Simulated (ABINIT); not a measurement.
The system is Sr.

```xyz
1
Lattice="0.0000 3.0423 3.0423 3.0423 0.0000 3.0423 3.0423 3.0423 0.0000" Properties=species:S:1:pos:R:3 pbc="T T T"
Sr    0.0000    0.0000    0.0000
```

- Program: ABINIT 10.8.3 (patched build)
- Task: relaxation of cell and atoms
- Functional: PBEsol
- Potentials or basis: PseudoDojo NC SR PBEsol v0.4.1 standard
- Cutoff: 925 eV
- k mesh: 6 × 6 × 6
- Occupations: fermi-dirac, width 0.05 eV
- Spin: no spin polarisation

At the start: pressure -0.9 GPa; volume 56.32 Å³/atom.

How do energy, volume and symmetry change on relaxing?

Over 5 steps the energy falls by 11.9 meV/atom and the volume is 52.15 Å³/atom (-7.4 %); space group Fm-3m (No. 225, to 0.05 Å).

Step by step:
```
step  energy change (eV)  largest force (eV/Å)  pressure (GPa)  volume (Å³)
   1              0.0000                0.0000           -0.86        56.32
   2             -0.0008                0.0000           -0.83        56.17
   3             -0.0118                0.0000            0.08        51.84
   4             -0.0119                0.0000           -0.01        52.18
   5             -0.0119                0.0000            0.00        52.15
```

Final structure:
```
CELL_PARAMETERS angstrom
0.00000 2.96534 2.96534
2.96534 0.00000 2.96534
2.96534 2.96534 0.00000
ATOMIC_POSITIONS crystal
Sr 0.00000 0.00000 0.00000
```
